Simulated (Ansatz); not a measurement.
# Thickness series of a CoSi2/ZnS/NiSi2 junction, part 5 of 6

Wanted: T(E), the conductance and its decay constant for CoSi2/ZnS/NiSi2. The lower electrode is CoSi2 fluorite(111) turned by 180 degrees (type B), the upper one NiSi2 fluorite(111); the barrier is ZnS zinc blende(111) (whole bilayers). In the first transport cell, after relaxation, the nearest pair of electrode and barrier is Si–S at 2.34 Å, along the normal, at the lower face and Si–Zn at 2.47 Å, along the normal, at the upper one. All share a net of side 3.822 Å, which strains the lower electrode by +0.8 %, the upper one by -0.5 % and the barrier by -0.8 %, against typed lattice constants near PBE's. The first steps treat the bulk electrodes alone.

Ansatz 0.2.0; PBE DFT, plane waves, PAW files (the session's first sound run).

So far, transmission at the Fermi level (a spin, zone mean): step 5 (T(E) of the junction) 0.00868; step 6 (conductance on a fine mesh, atomic planes in the barrier 4, gap between the …) 0.0360; step 7 (conductance on a fine mesh, 57 atoms) 0.00841. Also channels of the lower lead: step 5 1.27; step 7 1.33.

## (8) Conductance, atomic planes in the barrier 8, gap between the electrodes 15.1 Å

Level of this step: PBE DFT, plane waves, PAW files; ballistic transmission by layer matching between semi-infinite leads (Ansatz).

System of this step: CoSi2/ZnS/NiSi2. The cell holds 59 atoms: 9 Co, 34 Si, 4 S, 4 Zn and 8 Ni. Its edges and angles: a = 3.822 Å, b = 3.822 Å, c = 79.849 Å, α = 90.0°, β = 90.0°, γ = 120.0°. Regions: left electrode, 26 atoms (9 Co and 17 Si); barrier, 8 atoms (4 S and 4 Zn); right electrode, 25 atoms (17 Si and 8 Ni). Vacuum lies along c.

Barrier layers are added or taken out in the middle, and the relaxed faces stay.

input.yaml reads:

```yaml
crystal:
  lattice:
    - [3.822, 0.0, 0.0]
    - [-1.911, 3.3099490933, 0.0]
    - [0.0, 0.0, 79.8486907907]
  atoms:
    - { symbol: Co, position: [0.33333333, 0.66666667, 0.0876658081] }
    - { symbol: Si, position: [0.0, 0.0, 0.0971183507] }
    - { symbol: Si, position: [0.33333333, 0.66666667, 0.1167152726] }
    - { symbol: Co, position: [0.0, 0.0, 0.1261678152] }
    - { symbol: Si, position: [0.66666667, 0.33333333, 0.1356203578] }
    - { symbol: Si, position: [0.0, 0.0, 0.1552172797] }
    - { symbol: Co, position: [0.66666667, 0.33333333, 0.1646698223] }
    - { symbol: Si, position: [0.33333333, 0.66666667, 0.174122365] }
    - { symbol: Si, position: [0.66666667, 0.33333333, 0.1937192868] }
    - { symbol: Co, position: [0.33333333, 0.66666667, 0.2031718295] }
    - { symbol: Si, position: [0.0, 0.0, 0.2126243721] }
    - { symbol: Si, position: [0.33333333, 0.66666667, 0.232221294] }
    - { symbol: Co, position: [0.0, 0.0, 0.2416738366] }
    - { symbol: Si, position: [0.66666667, 0.33333333, 0.2511263792] }
    - { symbol: Si, position: [0.0, 0.0, 0.2707233011] }
    - { symbol: Co, position: [0.66666667, 0.33333333, 0.2801758437] }
    - { symbol: Si, position: [0.33333333, 0.66666667, 0.2896283864] }
    - { symbol: Si, position: [0.66666667, 0.33333333, 0.3092253082] }
    - { symbol: Co, position: [0.33333333, 0.66666667, 0.3186778509] }
    - { symbol: Si, position: [0.0, 0.0, 0.3281303935] }
    - { symbol: Si, position: [0.33333333, 0.66666667, 0.3477273154] }
    - { symbol: Co, position: [0.0, 0.0, 0.357179858] }
    - { symbol: Si, position: [0.66666667, 0.33333333, 0.3666324006] }
    - { symbol: Si, position: [0.0, 0.0, 0.3862293225] }
    - { symbol: Co, position: [0.66666667, 0.33333333, 0.3956818651] }
    - { symbol: Si, position: [0.33333333, 0.66666667, 0.4062319662] }
    - { symbol: S, position: [0.33333333, 0.66666667, 0.4355555924] }
    - { symbol: Zn, position: [0.66666667, 0.33333333, 0.4456879326] }
    - { symbol: S, position: [0.66666667, 0.33333333, 0.4749773086] }
    - { symbol: Zn, position: [0.0, 0.0, 0.4852322457] }
    - { symbol: S, position: [0.0, 0.0, 0.5145299761] }
    - { symbol: Zn, position: [0.33333333, 0.66666667, 0.5247849133] }
    - { symbol: S, position: [0.33333333, 0.66666667, 0.5540826437] }
    - { symbol: Zn, position: [0.66666667, 0.33333333, 0.5644809875] }
    - { symbol: Si, position: [0.66666667, 0.33333333, 0.5953949047] }
    - { symbol: Ni, position: [0.0, 0.0, 0.6045242905] }
    - { symbol: Si, position: [0.33333333, 0.66666667, 0.6146581192] }
    - { symbol: Si, position: [0.0, 0.0, 0.634133428] }
    - { symbol: Ni, position: [0.33333333, 0.66666667, 0.6442672567] }
    - { symbol: Si, position: [0.66666667, 0.33333333, 0.6544010855] }
    - { symbol: Si, position: [0.33333333, 0.66666667, 0.6738763943] }
    - { symbol: Ni, position: [0.66666667, 0.33333333, 0.684010223] }
    - { symbol: Si, position: [0.0, 0.0, 0.6941440518] }
    - { symbol: Si, position: [0.66666667, 0.33333333, 0.7136193605] }
    - { symbol: Ni, position: [0.0, 0.0, 0.7237531893] }
    - { symbol: Si, position: [0.33333333, 0.66666667, 0.7338870181] }
    - { symbol: Si, position: [0.0, 0.0, 0.7533623268] }
    - { symbol: Ni, position: [0.33333333, 0.66666667, 0.7634961556] }
    - { symbol: Si, position: [0.66666667, 0.33333333, 0.7736299844] }
    - { symbol: Si, position: [0.33333333, 0.66666667, 0.7931052931] }
    - { symbol: Ni, position: [0.66666667, 0.33333333, 0.8032391219] }
    - { symbol: Si, position: [0.0, 0.0, 0.8133729506] }
    - { symbol: Si, position: [0.66666667, 0.33333333, 0.8328482594] }
    - { symbol: Ni, position: [0.0, 0.0, 0.8429820882] }
    - { symbol: Si, position: [0.33333333, 0.66666667, 0.8531159169] }
    - { symbol: Si, position: [0.0, 0.0, 0.8725912257] }
    - { symbol: Ni, position: [0.33333333, 0.66666667, 0.8827250544] }
    - { symbol: Si, position: [0.66666667, 0.33333333, 0.8928588832] }
    - { symbol: Si, position: [0.33333333, 0.66666667, 0.9123341919] }
kpoints:
  mp_grid: { grid: [8, 8, 1] }
scf:
  occupations: { method: fermi_dirac, width: 0.1 }
  max_iter: 150
hamiltonian:
  xc: pbe
output:
  transmission:
    kmesh: [24, 24]
    e_range: [-0.26, 0.27]
    de: 0.0375
    leads: [[11, 14], [45, 48]]
```

Command:

```sh
$ ansatz run input.yaml --threads 8 --pin off --max-ram 24576MiB --backend cpu --events-out ev --progress --plain --runs-dir out
```

Numbers of over 12 decimals in the logs are rounded to 6 here.

What it wrote:

```text
[...]
Crystal: 59 atoms, lattice volume = 1010.136 Å³
Basis set: ecut = 420 eV, 19755 PW (Γ)
Bands: 312, of which v1, the nominal top of the filled ones, is band 253 counted from 1 (252 counted from 0)
Symmetry: 6 space group operations
[...]
k-points: 10 of 64 (time reversal used)
[...]
channels       : 1.328125e0 a spin
[...]
slowest decay  : 0.0431 /Å at (0.4167, 0.0417)
[...]
filled         : 18.7 meV under the level at which it is neutral
    channels       : 1.019097e0 a spin
[...]
slowest decay  : 0.0275 /Å at (0.2917, 0.1667)
  junction   : crystal 0 to crystal 1, 20.83 to 59.38 Å
    transmission   : 2.033066e-3 a spin
[...]
resistance     : 9.0998e-1 Ω µm² beyond half of each lead's own
[key lines of the parts left out:]
SCF converged after 12 iterations
Free energy (F): -131377.532000 eV
Fermi energy:    8.788398 eV
```

Run time: 4.2 min. Hardware: 8 threads of Arm Neoverse V2, shared host; peak memory 11 GiB.

One spin. The transmission, zone mean by energy, zero at the Fermi level:

| energy (eV) | transmission, zone mean |
| --- | --- |
| -0.260 | 8.8e-4 |
| -0.223 | 9.7e-4 |
| -0.185 | 0.00106 |
| -0.147 | 0.00156 |
| -0.110 | 0.00134 |
| -0.072 | 0.00184 |
| -0.035 | 0.00169 |
| 0.003 | 0.00203 |
| 0.040 | 0.00161 |
| 0.077 | 0.00185 |
| 0.115 | 0.00199 |
| 0.152 | 0.00218 |
| 0.190 | 0.00249 |
| 0.228 | 0.00263 |
| 0.265 | 0.00343 |

G = 1.1e12 S/m² (1/G = 0.911 Ω µm²), 0.22 times the step before of this kind. The largest error estimate is 27 %, from the mesh across the current. In the worse lead the potential repeats within 7.6 meV, which the program lets pass, though it still puts 10 % of error on the junction's conductance through them.

## (9) Conductance on a fine mesh, atomic planes in the barrier 12, gap between the electrodes 21.42 Å

System of this step: CoSi2/ZnS/NiSi2. The cell holds 63 atoms: 9 Co, 34 Si, 6 S, 6 Zn and 8 Ni. Cell: a = 3.822 Å, b = 3.822 Å, c = 86.165 Å, α = 90.0°, β = 90.0°, γ = 120.0°. Regions: left electrode, 26 atoms (9 Co and 17 Si); barrier, 12 atoms (6 S and 6 Zn); right electrode, 25 atoms (17 Si and 8 Ni). Vacuum lies along c.

Barrier layers are added or taken out in the middle, and the relaxed faces stay.

input.yaml reads:

```yaml
crystal:
  lattice:
    - [3.822, 0.0, 0.0]
    - [-1.911, 3.3099490933, 0.0]
    - [0.0, 0.0, 86.1651482326]
  atoms:
    - { symbol: Co, position: [0.33333333, 0.66666667, 0.0812393426] }
    - { symbol: Si, position: [0.0, 0.0, 0.0899989533] }
    - { symbol: Si, position: [0.33333333, 0.66666667, 0.1081592953] }
    - { symbol: Co, position: [0.0, 0.0, 0.116918906] }
    - { symbol: Si, position: [0.66666667, 0.33333333, 0.1256785167] }
    - { symbol: Si, position: [0.0, 0.0, 0.1438388586] }
    - { symbol: Co, position: [0.66666667, 0.33333333, 0.1525984693] }
    - { symbol: Si, position: [0.33333333, 0.66666667, 0.16135808] }
    - { symbol: Si, position: [0.66666667, 0.33333333, 0.1795184219] }
    - { symbol: Co, position: [0.33333333, 0.66666667, 0.1882780326] }
    - { symbol: Si, position: [0.0, 0.0, 0.1970376433] }
    - { symbol: Si, position: [0.33333333, 0.66666667, 0.2151979852] }
    - { symbol: Co, position: [0.0, 0.0, 0.2239575959] }
    - { symbol: Si, position: [0.66666667, 0.33333333, 0.2327172066] }
    - { symbol: Si, position: [0.0, 0.0, 0.2508775486] }
    - { symbol: Co, position: [0.66666667, 0.33333333, 0.2596371592] }
    - { symbol: Si, position: [0.33333333, 0.66666667, 0.2683967699] }
    - { symbol: Si, position: [0.66666667, 0.33333333, 0.2865571119] }
    - { symbol: Co, position: [0.33333333, 0.66666667, 0.2953167226] }
    - { symbol: Si, position: [0.0, 0.0, 0.3040763333] }
    - { symbol: Si, position: [0.33333333, 0.66666667, 0.3222366752] }
    - { symbol: Co, position: [0.0, 0.0, 0.3309962859] }
    - { symbol: Si, position: [0.66666667, 0.33333333, 0.3397558966] }
    - { symbol: Si, position: [0.0, 0.0, 0.3579162385] }
    - { symbol: Co, position: [0.66666667, 0.33333333, 0.3666758492] }
    - { symbol: Si, position: [0.33333333, 0.66666667, 0.3764525603] }
    - { symbol: S, position: [0.33333333, 0.66666667, 0.4036265767] }
    - { symbol: Zn, position: [0.66666667, 0.33333333, 0.4130161516] }
    - { symbol: S, position: [0.66666667, 0.33333333, 0.4401584286] }
    - { symbol: Zn, position: [0.0, 0.0, 0.4496616131] }
    - { symbol: S, position: [0.0, 0.0, 0.4768116322] }
    - { symbol: Zn, position: [0.33333333, 0.66666667, 0.4863148167] }
    - { symbol: S, position: [0.33333333, 0.66666667, 0.5134648358] }
    - { symbol: Zn, position: [0.66666667, 0.33333333, 0.5229680203] }
    - { symbol: S, position: [0.66666667, 0.33333333, 0.5501180394] }
    - { symbol: Zn, position: [0.0, 0.0, 0.5596212239] }
    - { symbol: S, position: [0.0, 0.0, 0.586771243] }
    - { symbol: Zn, position: [0.33333333, 0.66666667, 0.5964073215] }
    - { symbol: Si, position: [0.33333333, 0.66666667, 0.6250550505] }
    - { symbol: Ni, position: [0.66666667, 0.33333333, 0.6335151939] }
    - { symbol: Si, position: [0.0, 0.0, 0.6429061481] }
    - { symbol: Si, position: [0.66666667, 0.33333333, 0.6609537919] }
    - { symbol: Ni, position: [0.0, 0.0, 0.6703447461] }
    - { symbol: Si, position: [0.33333333, 0.66666667, 0.6797357003] }
    - { symbol: Si, position: [0.0, 0.0, 0.6977833441] }
    - { symbol: Ni, position: [0.33333333, 0.66666667, 0.7071742983] }
    - { symbol: Si, position: [0.66666667, 0.33333333, 0.7165652525] }
    - { symbol: Si, position: [0.33333333, 0.66666667, 0.7346128963] }
    - { symbol: Ni, position: [0.66666667, 0.33333333, 0.7440038505] }
    - { symbol: Si, position: [0.0, 0.0, 0.7533948047] }
    - { symbol: Si, position: [0.66666667, 0.33333333, 0.7714424485] }
    - { symbol: Ni, position: [0.0, 0.0, 0.7808334027] }
    - { symbol: Si, position: [0.33333333, 0.66666667, 0.7902243569] }
    - { symbol: Si, position: [0.0, 0.0, 0.8082720007] }
    - { symbol: Ni, position: [0.33333333, 0.66666667, 0.8176629549] }
    - { symbol: Si, position: [0.66666667, 0.33333333, 0.8270539091] }
    - { symbol: Si, position: [0.33333333, 0.66666667, 0.8451015529] }
    - { symbol: Ni, position: [0.66666667, 0.33333333, 0.8544925071] }
    - { symbol: Si, position: [0.0, 0.0, 0.8638834613] }
    - { symbol: Si, position: [0.66666667, 0.33333333, 0.8819311052] }
    - { symbol: Ni, position: [0.0, 0.0, 0.8913220593] }
    - { symbol: Si, position: [0.33333333, 0.66666667, 0.9007130135] }
    - { symbol: Si, position: [0.0, 0.0, 0.9187606574] }
kpoints:
  mp_grid: { grid: [8, 8, 1] }
scf:
  occupations: { method: fermi_dirac, width: 0.1 }
  max_iter: 150
hamiltonian:
  xc: pbe
output:
  transmission:
    kmesh: [24, 24]
    e_range: [-0.26, 0.27]
    de: 0.0375
    leads: [[11, 14], [49, 52]]
```

What it wrote:

```text
[...]
Crystal: 63 atoms, lattice volume = 1090.043 Å³
Basis set: ecut = 420 eV, 21275 PW (Γ)
Bands: 334, of which v1, the nominal top of the filled ones, is band 271 counted from 1 (270 counted from 0)
Symmetry: 6 space group operations
[...]
k-points: 10 of 64 (time reversal used)
[...]
channels       : 1.328125e0 a spin
[...]
slowest decay  : 0.0417 /Å at (0.4167, 0.0417)
[...]
filled         : 18.6 meV under the level at which it is neutral
    channels       : 1.019097e0 a spin
[...]
slowest decay  : 0.0273 /Å at (0.2917, 0.1667)
  junction   : crystal 0 to crystal 1, 20.83 to 65.69 Å
    transmission   : 9.863309e-5 a spin
[...]
resistance     : 1.7899e1 Ω µm² beyond half of each lead's own
[key lines of the parts left out:]
SCF converged after 13 iterations
Free energy (F): -139822.992804 eV
Fermi energy:    8.652800 eV
```

Run time: 4.4 min. Hardware: 8 threads; peak memory 12 GiB; 29 min of CPU time.

One spin. Table of transmission, zone mean by energy, zero at the Fermi level:

| energy (eV) | transmission, zone mean |
| --- | --- |
| -0.260 | 4.3e-5 |
| -0.223 | 4.5e-5 |
| -0.185 | 5.0e-5 |
| -0.147 | 5.9e-5 |
| -0.110 | 6.2e-5 |
| -0.072 | 8.8e-5 |
| -0.035 | 7.7e-5 |
| 0.003 | 9.9e-5 |
| 0.040 | 9.4e-5 |
| 0.077 | 1.1e-4 |
| 0.115 | 1.2e-4 |
| 0.152 | 1.5e-4 |
| 0.190 | 1.8e-4 |
| 0.228 | 2.3e-4 |
| 0.265 | 3.6e-4 |

G = 5.6e10 S/m² (1/G = 17.9 Ω µm²), 0.051 times the step before of this kind. The largest error estimate is 25 %, from the mesh across the current. In the worse lead the potential repeats within 7.6 meV, which the program lets pass, though it still puts 8.5 % of error on the junction's conductance through them.

(Continued in part 6 of 6.)

[Logs are printed without paths, hosts, clocks, repeated set-up lines and the standing remarks that a program may print on its own settings, such as how far it seeks lower states.]

[Hosts, paths, dates, database ids (printed as entryN), source tags and the programs' standing remarks are cut or masked in the printed files.]
